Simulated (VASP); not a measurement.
Data:

```yaml
crystal:
  lattice:
    - [0.00000, 2.95138, 2.95138]
    - [2.95138, 0.00000, 2.95138]
    - [2.95138, 2.95138, 0.00000]
  atoms:
    - { symbol: Li, position: [0.98306, 0.01694, 0.98306] }
    - { symbol: I, position: [0.50000, 0.50000, 0.50000] }
```

Computed with PBEsol GGA, VASP's PBE PAW potentials (set 64) (plane waves; VASP 6.6.1). Run with 600 eV cut-off, 8×8×8 Γ-centred mesh, Gaussian smearing of 0.050 eV, potentials Li_sv I.

### Question
Which forces act on the atoms, in eV/Å?

### Answer

```csv
atom,Fx,Fy,Fz
Li1,0.000,0.066,0.000
I2,0.000,-0.066,0.000
```

### Question
Give the stress tensor in GPa (positive for a compressed cell).

### Answer

```
-0.04   0.00   0.00
 0.00   0.21   0.00
 0.00   0.00  -0.04
```
The pressure is its mean diagonal, 0.04 GPa.

The compound is LiI in the rock salt structure. This cell was strained or had an atom moved on purpose.
